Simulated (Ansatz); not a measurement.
## S-33 NMR of the central transition in SnS

Cell: a computed structure from the Materials Project (it need not be an observed phase).

Space group Pnma (No. 62); a = 11.3920, b = 3.9569, c = 4.5328 Å.

| site | Wyckoff | site symmetry | x | y | z |
| --- | --- | --- | --- | --- | --- |
| Sn | 4c | .m. | 0.6216 | 0.2500 | 0.3695 |
| S | 4c | .m. | 0.3475 | 0.2500 | 0.0106 |

One atom of each set is listed.

Method: Kohn–Sham DFT in Ansatz, r2SCAN, plane waves and PAW, scalar-relativistic, 500 eV cutoff, Γ-centred 3×8×7 k-points, Fermi–Dirac smearing 0.01 eV.

S-33 has I = 3/2 and Q = -69.40 mb (Pyykkö 2018); at 11.7 T its Larmor frequency is ν₀ = 38.3 MHz. Only the quadrupole interaction is simulated: positions count from each site's isotropic chemical shift, and shift anisotropy, dipolar and J coupling are left out.

Simulated pattern of one S site (static powder, Gaussian broadening 5 kHz):

| offset (kHz) | height |
| --- | --- |
| -139.2 | 0 |
| -132.1 | 3 |
| -124.9 | 56 |
| -117.8 | 100 |
| -110.6 | 90 |
| -103.5 | 63 |
| -96.3 | 52 |
| -89.2 | 47 |
| -82.0 | 43 |
| -74.9 | 40 |
| -67.7 | 38 |
| -60.6 | 36 |
| -53.4 | 35 |
| -46.2 | 34 |
| -39.1 | 33 |
| -31.9 | 33 |
| -24.8 | 33 |
| -17.6 | 32 |
| -10.5 | 32 |
| -3.3 | 32 |
| 3.8 | 26 |
| 11.0 | 26 |
| 18.1 | 27 |
| 25.3 | 29 |
| 32.5 | 31 |
| 39.6 | 34 |
| 46.8 | 39 |
| 53.9 | 48 |
| 61.1 | 75 |
| 68.2 | 76 |
| 75.4 | 4 |
| 82.5 | 0 |

Problem. Which |C_Q| and η does the pattern imply?

Solution. The pattern spans 197 kHz before broadening and its centre of gravity is at -36.3 kHz, which fixes P_Q; the places of the horns and steps fix η. That gives P_Q = 7.45 MHz, |C_Q| = 7.45 MHz and η = 0.05. The sign of C_Q can't be read from the pattern.

At S V_zz stands upright on the plane through its three neighbours (within 10°).

Without spin–orbit coupling (the program notes it for Sn) the gradients are little affected as a rule: paired runs on crystals with a gap mostly move them by under 2 % at such atoms.

Hardware: 1 thread of Arm Neoverse N1 (aarch64; 36 cores open to the job, memory cap 3.0 GiB, no GPU), a shared host with a load of 0.8 a core. Wall time 2.5 min, CPU time 2.5 min, peak memory 1 GiB.
